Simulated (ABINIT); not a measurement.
# Au (Fm-3m) in ABINIT: notebook

The runs below take Au through band structure, equation of state, with PBE, RPBE, PBEsol.

All numbers are computed with ABINIT 10.8.3 (patched build); they aren't measurements. Logs are shortened: lines on timing, memory, paths and dates and some standing lists are left out, and cuts for length are marked. The log counts tension as positive stress, the text compression.

**Measured values to compare with.**

“Exploring toroidal anvil profiles for larger sample volumes above 4 Mbar”, 2024, pmc:11102561 quotes, for a bulk crystal of Au: bulk modulus 167 GPa.

How close the calculation comes is told below.

## Step 1: The crystal as given

The structure is cubic, space group Fm-3m (No. 225). Conventional cell: a = 4.070 Å, b = 4.070 Å, c = 4.070 Å, α = 90.00°, β = 90.00°, γ = 90.00°. Au (site symmetry m-3m) has 12 Au at 2.88 Å as nearest neighbours.

## Step 2: Band structure, PBE

run.abi

```
# Datasets: ground state, then fixed potential
ndtset 2

# Pseudopotentials
pp_dirpath "./"
pseudos "Au.upf"

# Structure
acell 2.8779245994 2.8779245994 2.8779245994 Angstrom
rprim
     0.0000000000     0.7071067812     0.7071067812
     0.7071067812     0.0000000000     0.7071067812
     0.7071067812     0.7071067812     0.0000000000
ntypat 1
znucl 79
natom 1
typat 1
xred
     0.0000000000     0.0000000000     0.0000000000

# Plane-wave basis
ecut 38.0

# Exchange and correlation
ixc 11

# Bands and occupations
occopt 3
tsmear 0.00183747

# SCF cycle
nstep 100

# Output
iomode 3
prtwf 0
prteig 0
prtebands 0
prtden1 1
prtvha1 1
prtvclmb1 1
prtpot1 1
prtelf1 1

# Dataset 1
kptopt1 1
ngkpt1 11 11 11
nshiftk1 1
shiftk1 0.0 0.0 0.0
nband1 14
tolvrs1 1.0e-10

# Dataset 2: bands along G-X-W-K-G-L-U-W-L-K
iscf2 -2
getden2 1
nband2 18
nbdbuf2 2
tolwfr2 1.0e-12
kptopt2 -9
ndivsm2 8
prteig2 1
kptbounds2
     0.0000000000     0.0000000000     0.0000000000
     0.5000000000     0.0000000000     0.5000000000
     0.5000000000     0.2500000000     0.7500000000
     0.3750000000     0.3750000000     0.7500000000
     0.0000000000     0.0000000000     0.0000000000
     0.5000000000     0.5000000000     0.5000000000
     0.6250000000     0.2500000000     0.6250000000
     0.5000000000     0.2500000000     0.7500000000
     0.5000000000     0.5000000000     0.5000000000
     0.3750000000     0.3750000000     0.7500000000
```

Potentials or basis: PseudoDojo NC SR PBE v0.5 standard.

Run with:

```sh
> abinit run.abi > log 2>&1
```

run.abo:

```text
.Version 10.8.3 of ABINIT
 DATASET    1 : space group Fm -3 m (#225); Bravais cF (face-center cubic)
================================================================================
 Values of the parameters that define the memory need for DATASET  1.
     intxc =       0    ionmov =       0      iscf =       7    lmnmax =       7
     lnmax =       7     mgfft =      32  mpssoang =       4    mqgrid =    3001
     natom =       1  nloc_mem =       1    nspden =       1   nspinor =       1
    nsppol =       1      nsym =      48    n1xccc =    2501    ntypat =       1
    occopt =       3   xclevel =       2
       mpw =        1303          nfft =       32768          nkpt =          56
================================================================================
================================================================================

 DATASET    2 : space group Fm -3 m (#225); Bravais cF (face-center cubic)
================================================================================
 Values of the parameters that define the memory need for DATASET  2.
     intxc =       0    ionmov =       0      iscf =      -2    lmnmax =       7
     lnmax =       7     mgfft =      32  mpssoang =       4    mqgrid =    3001
     natom =       1  nloc_mem =       1    nspden =       1   nspinor =       1
    nsppol =       1      nsym =      48    n1xccc =    2501    ntypat =       1
    occopt =       3   xclevel =       2
       mpw =        1303          nfft =       32768          nkpt =         139
================================================================================
================================================================================

--------------------------------------------------------------------------------
------------- Echo of variables that govern the present computation ------------
--------------------------------------------------------------------------------
 -outvars: echo values of preprocessed input variables --------
            acell      5.4384893039E+00  5.4384893039E+00  5.4384893039E+00 Bohr
              amu      1.96966540E+02
             ecut      3.80000000E+01 Hartree
           getden1          0
           getden2          1
             iscf1          7
             iscf2         -2
                       outvar_i_n : Printing only first  50 k-points.
              ixc          11
           jdtset        1    2
                       outvar_i_n : Printing only first  50 k-points.
           kptopt1          1
           kptopt2         -9
         kptrlatt       11    0    0      0   11    0      0    0   11
          kptrlen1     5.98233823E+01
          kptrlen2     3.00000000E+01
            natom           1
            nband1         14
            nband2         18
           nbdbuf1          0
           nbdbuf2          2
           ndtset           2
           ndivsm1          0
           ndivsm2          8
            ngfft          32      32      32
             nkpt1         56
             nkpt2        139
            nstep         100
[... 1209 lines left out ...]
lattice_angles: [ 60.000,  60.000,  60.000, ] # degrees, (23, 13, 12)
lattice_volume:   1.1374173E+02
convergence: {deltae:  0.000E+00, res2:  0.000E+00, residm:  9.984E-13, diffor:  0.000E+00, }
etotal    :  -1.48198784E+02
entropy   :   0.00000000E+00
fermie    :   4.89357254E-01
cartesian_stress_tensor: null
pressure_GPa: null
xred      :
- [  0.0000E+00,   0.0000E+00,   0.0000E+00, Au]
cartesian_forces: null
force_length_stats: {min: null, max: null, mean: null, }
...

 Integrated electronic density in atomic spheres:
 ------------------------------------------------
 Atom  Sphere_radius  Integrated_density
    1        2.00000         15.60364908
================================================================================

 ----iterations are completed or convergence reached----

 Mean square residual over all n,k,spin=   42.055E-14; max=  99.835E-14
 reduced coordinates (array xred) for    1 atoms
       0.000000000000      0.000000000000      0.000000000000

 cartesian coordinates (angstrom) at end:
    1      0.00000000000000     0.00000000000000     0.00000000000000
 length scales=  5.438489303879  5.438489303879  5.438489303879 bohr
              =  2.877924599400  2.877924599400  2.877924599400 angstroms
 Eigenvalues (hartree) for nkpt= 139  k points:
 kpt#   1, nband= 18, wtk=  1.00000, kpt=  0.0000  0.0000  0.0000 (reduced coord)
  -3.39405   -1.60258   -1.60258   -1.60258    0.12140    0.31401    0.31401    0.31401
   0.37090    0.37090    1.02014    1.16914    1.16914    1.16914    1.35180    1.51832
   1.51832    1.51832
 kpt#   2, nband= 18, wtk=  1.00000, kpt=  0.0217  0.0000  0.0217 (reduced coord)
  -3.39405   -1.60262   -1.60259   -1.60259    0.12222    0.31358    0.31439    0.31439
   0.37043    0.37109    1.02116    1.16588    1.16878    1.16878    1.35759    1.50616
   1.50616    1.51889
 kpt#   3, nband= 18, wtk=  1.00000, kpt=  0.0435  0.0000  0.0435 (reduced coord)
  -3.39404   -1.60273   -1.60264   -1.60264    0.12469    0.31228    0.31550    0.31550
   0.36904    0.37164    1.02421    1.15727    1.16757    1.16757    1.37372    1.48267
   1.48267    1.52062
 kpt#   4, nband= 18, wtk=  1.00000, kpt=  0.0652  0.0000  0.0652 (reduced coord)
  -3.39402   -1.60292   -1.60271   -1.60271    0.12877    0.31016    0.31735    0.31735
   0.36677    0.37255    1.02920    1.14570    1.16513    1.16513    1.39741    1.45820
   1.45820    1.51748
 kpt#   5, nband= 18, wtk=  1.00000, kpt=  0.0870  0.0000  0.0870 (reduced coord)
[... 525 lines left out ...]
   0.40849    0.60526    0.64672    0.81631    0.99786    1.11413    1.42246    1.43116
   1.45171    1.69560
 kpt# 137, nband= 18, wtk=  1.00000, kpt=  0.3929  0.3929  0.7143 (reduced coord)
  -3.39347   -1.60905   -1.60758   -1.60497    0.25242    0.27991    0.33333    0.37170
   0.40857    0.61196    0.66140    0.78781    0.98214    1.12305    1.40640    1.43484
   1.45894    1.69911
 kpt# 138, nband= 18, wtk=  1.00000, kpt=  0.3839  0.3839  0.7321 (reduced coord)
  -3.39346   -1.60905   -1.60765   -1.60508    0.25009    0.27539    0.33951    0.37733
   0.40944    0.62064    0.66829    0.76808    0.96743    1.13036    1.38649    1.43849
   1.47262    1.70108
 kpt# 139, nband= 18, wtk=  1.00000, kpt=  0.3750  0.3750  0.7500 (reduced coord)
  -3.39345   -1.60920   -1.60754   -1.60517    0.24768    0.27098    0.34573    0.38153
   0.41126    0.63117    0.66112    0.76413    0.95418    1.13595    1.36615    1.44217
   1.48868    1.70367

== END DATASET(S) ==============================================================
================================================================================

 -outvars: echo values of variables after computation  --------
            acell      5.4384893039E+00  5.4384893039E+00  5.4384893039E+00 Bohr
           etotal1    -1.4819878415E+02
            fcart1    -0.0000000000E+00 -0.0000000000E+00 -0.0000000000E+00
            rprim      0.0000000000E+00  7.0710678120E-01  7.0710678120E-01
                       7.0710678120E-01  0.0000000000E+00  7.0710678120E-01
                       7.0710678120E-01  7.0710678120E-01  0.0000000000E+00
           strten1    -3.5046902759E-04 -3.5046902759E-04 -3.5046902759E-04
                       0.0000000000E+00  0.0000000000E+00  0.0000000000E+00
 Calculation completed.
```

Wall time 69 s (1 thread of Arm Neoverse V1, shared host); peak memory 0.12 GiB.

Results:

| Quantity | Value |
| --- | --- |
| Free energy | -4032.6944 eV |
| Pressure | 10.3 GPa |
| Band gap on the k mesh | none (metal or under the smearing width) |
| Valence electrons inside the program's atomic spheres | Au 15.60 (radii [1.0584] Å) |

Levels at the corners of the path, in eV from the Fermi level:
| point | band 7 | band 8 | band 9 | band 10 | band 11 | band 12 |
| --- | --- | --- | --- | --- | --- | --- |
| Γ | -4.77 | -4.77 | -3.22 | -3.22 | 14.44 | 18.50 |
| X | -2.04 | -1.67 | -1.67 | 0.95 | 5.84 | 10.02 |
| W | -5.25 | -3.38 | -1.66 | 4.76 | 6.31 | 6.31 |
| K | -3.91 | -2.93 | -2.13 | 3.86 | 4.67 | 7.48 |
| Γ | -4.77 | -4.77 | -3.22 | -3.22 | 14.44 | 18.50 |
| L | -4.81 | -2.00 | -2.00 | -1.05 | 3.11 | 13.90 |
| U | -3.91 | -2.93 | -2.13 | 3.86 | 4.67 | 7.48 |
| W | -5.25 | -3.38 | -1.66 | 4.76 | 6.31 | 6.31 |
| L | -4.81 | -2.00 | -2.00 | -1.05 | 3.11 | 13.90 |
| K | -3.91 | -2.93 | -2.13 | 3.86 | 4.67 | 7.48 |

Caveat: spin-orbit coupling is left out, which moves the levels of the heavy elements.

## Step 3: Equation of state, RPBE

run.abi

```
ndtset 7
getwfk -1
scalecart1 3*0.9795861087
scalecart2 3*0.9864848297
scalecart3 3*0.9932883884
scalecart4 3*1.0000000000
scalecart5 3*1.0066227096
scalecart6 3*1.0131594038
scalecart7 3*1.0196128224

pp_dirpath "./"
pseudos "Au.GGA_PBE-JTH.xml"

acell 5.4384893002 5.4384893002 5.4384893002
rprim
     0.0000000000     0.7071067812     0.7071067812
     0.7071067812     0.0000000000     0.7071067812
     0.7071067812     0.7071067812     0.0000000000
ntypat 1
znucl 79
natom 1
typat 1
xred
     0.0000000000     0.0000000000     0.0000000000

ecut 25.0
pawecutdg 47.0

kptopt 1
ngkpt 11 11 11
nshiftk 1
shiftk 0.0 0.0 0.0

ixc 15

nband 10
occopt 3
tsmear 0.05 eV

nstep 100
tolvrs 1.0e-9

iomode 3
prtwf 1
prtden 0
prteig 0
prtebands 0
enunit 2
```

Potentials or basis: JTH PAW PBE v2.0.

Run with:

```sh
> abinit run.abi > log 2>&1
```

Wall time 2.1 min (1 thread of Arm Neoverse V1, shared host); peak memory 0.14 GiB.

It converged, with:

```
Equilibrium volume : 18.49 Å³/atom (rough: see the caveat)
Bulk modulus       : 122 GPa (rough)
```

Energy against volume, from the lowest point:
| volume (Å³/atom) | energy (meV/atom) |
| --- | --- |
| 15.843 | 199.88 |
| 16.181 | 142.45 |
| 16.518 | 96.32 |
| 16.855 | 60.13 |
| 17.192 | 32.69 |
| 17.529 | 12.95 |
| 17.866 | 0.00 |

Caveat: pressures at fixed basis lie under the slope of the energies; the minimum lies outside the volumes run; the PAW data sets were made with another functional, which shifts forces and pressure a little. The run has no spin-orbit coupling, so splittings on Au are missing.

## Step 4: Equation of state, PBEsol

run.abi: that of step 3 with these lines changed.

```diff
@@ -25,3 +25,3 @@
 
-ecut 25.0
+ecut 680.284656 eV
 pawecutdg 47.0
@@ -33,3 +33,3 @@
 
-ixc 15
+ixc -116133
```

Potentials or basis: JTH PAW PBE v2.0.

Run with:

```sh
> abinit run.abi > log 2>&1
```

run.abo:

```text
.Version 10.8.3 of ABINIT
 DATASET    1 : space group Fm -3 m (#225); Bravais cF (face-center cubic)
================================================================================
 Values of the parameters that define the memory need for DATASET  1.
     intxc =       0    ionmov =       0      iscf =      17    lmnmax =      18
     lnmax =       6     mgfft =      24  mpssoang =       3    mqgrid =    3001
     natom =       1  nloc_mem =       2    nspden =       1   nspinor =       1
    nsppol =       1      nsym =      48    n1xccc =       1    ntypat =       1
    occopt =       3   xclevel =       2
       mpw =         649          nfft =       13824          nkpt =          56
 PAW method is used; the additional fine FFT grid is defined by:
   mgfftf=        36    nfftf =     46656
================================================================================
================================================================================
[... 71 lines left out ...]
 DATASET    7 : space group Fm -3 m (#225); Bravais cF (face-center cubic)
================================================================================
 Values of the parameters that define the memory need for DATASET  7.
     intxc =       0    ionmov =       0      iscf =      17    lmnmax =      18
     lnmax =       6     mgfft =      27  mpssoang =       3    mqgrid =    3001
     natom =       1  nloc_mem =       2    nspden =       1   nspinor =       1
    nsppol =       1      nsym =      48    n1xccc =       1    ntypat =       1
    occopt =       3   xclevel =       2
       mpw =         736          nfft =       19683          nkpt =          56
 PAW method is used; the additional fine FFT grid is defined by:
   mgfftf=        36    nfftf =     46656
================================================================================
================================================================================

--------------------------------------------------------------------------------
------------- Echo of variables that govern the present computation ------------
--------------------------------------------------------------------------------
 -outvars: echo values of preprocessed input variables --------
            acell      5.4384893002E+00  5.4384893002E+00  5.4384893002E+00 Bohr
              amu      1.96966540E+02
             ecut      2.50000000E+01 Hartree
[... 107 lines left out ...]
         ecut(hartree)=     47.000   => boxcut(ratio)=   2.18961

--- Pseudopotential description ------------------------------------------------
- pspini: atom type   1  psp file is ./Au.GGA_PBE-JTH.xml
 Pseudopotential format is: paw10
 basis_size (lnmax)=  6 (lmn_size= 18), orbitals=   0   0   1   1   2   2
 Spheres core radius: rc_sph= 2.50869560
 Shapefunction is SIN type: shapef(r)=[sin(pi*r/rshp)/(pi*r/rshp)]**2
 Radius for shape functions =  2.26305713
 Compensation charge density is not taken into account in XC energy/potential

   3.87212569E+02                                ecore*ucvol(ha*bohr**3)
--------------------------------------------------------------------------------

[... 1250 lines left out ...]
-Cartesian components of stress tensor (GPa)         [Pressure= -7.0636E+00 GPa]
- sigma(1 1)=  7.06358725E+00  sigma(3 2)=  0.00000000E+00
- sigma(2 2)=  7.06358725E+00  sigma(3 1)=  0.00000000E+00
- sigma(3 3)=  7.06358725E+00  sigma(2 1)=  0.00000000E+00

== END DATASET(S) ==============================================================
================================================================================

 -outvars: echo values of variables after computation  --------
            acell      5.4384893002E+00  5.4384893002E+00  5.4384893002E+00 Bohr
           etotal1    -3.4197788118E+01
           etotal2    -3.4198838355E+01
           etotal3    -3.4199504188E+01
           etotal4    -3.4199833893E+01
           etotal5    -3.4199870432E+01
           etotal6    -3.4199651620E+01
           etotal7    -3.4199208807E+01
            fcart1    -0.0000000000E+00 -0.0000000000E+00 -0.0000000000E+00
            fcart2    -0.0000000000E+00 -0.0000000000E+00 -0.0000000000E+00
            fcart3    -0.0000000000E+00 -0.0000000000E+00 -0.0000000000E+00
            fcart4    -0.0000000000E+00 -0.0000000000E+00 -0.0000000000E+00
            fcart5    -0.0000000000E+00 -0.0000000000E+00 -0.0000000000E+00
            fcart6    -0.0000000000E+00 -0.0000000000E+00 -0.0000000000E+00
            fcart7    -0.0000000000E+00 -0.0000000000E+00 -0.0000000000E+00
            rprim1     0.0000000000E+00  6.9267198023E-01  6.9267198023E-01
                       6.9267198023E-01  0.0000000000E+00  6.9267198023E-01
                       6.9267198023E-01  6.9267198023E-01  0.0000000000E+00
[... 17 lines left out ...]
                       7.2097514092E-01  7.2097514092E-01  0.0000000000E+00
           strten1    -5.5214875616E-04 -5.5214875616E-04 -5.5214875616E-04
                       0.0000000000E+00  0.0000000000E+00  0.0000000000E+00
           strten2    -3.7274849390E-04 -3.7274849390E-04 -3.7274849390E-04
                       0.0000000000E+00  0.0000000000E+00  0.0000000000E+00
           strten3    -2.1460843466E-04 -2.1460843466E-04 -2.1460843466E-04
                       0.0000000000E+00  0.0000000000E+00  0.0000000000E+00
           strten4    -7.6732649759E-05 -7.6732649759E-05 -7.6732649759E-05
                       0.0000000000E+00  0.0000000000E+00  0.0000000000E+00
           strten5     4.3178204008E-05  4.3178204008E-05  4.3178204008E-05
                       0.0000000000E+00  0.0000000000E+00  0.0000000000E+00
           strten6     1.4824196332E-04  1.4824196332E-04  1.4824196332E-04
                       0.0000000000E+00  0.0000000000E+00  0.0000000000E+00
           strten7     2.4008645083E-04  2.4008645083E-04  2.4008645083E-04
                       0.0000000000E+00  0.0000000000E+00  0.0000000000E+00
 Calculation completed.
```

It took 2.2 min on 1 thread of Arm Neoverse V1, shared host; peak memory 0.14 GiB.

Results:

* Equilibrium volume: 17.07 Å³/atom
* Bulk modulus: 176 GPa
* Pressure derivative of the bulk modulus: 5.9

Energy against volume, from the lowest point:
```
volume (Å³/atom)  energy (meV/atom)
          15.843              56.66
          16.181              28.08
          16.518               9.97
          16.855               0.99
          17.192               0.00
          17.529               5.95
          17.866              18.00
```

Caveat: pressures at fixed basis lie under the slope of the energies; the PAW data sets were made with another functional, which shifts forces and pressure a little.

## Step 5: How close it comes

Step 4. Measured bulk modulus of Au: 167 GPa (quoted in “Exploring toroidal anvil profiles for larger sample volumes above 4 Mbar”, 2024, pmc:11102561). This calculation gives 176 GPa (+5.4 %). The fit is for a static lattice scaled at fixed shape and fixed fractional positions.
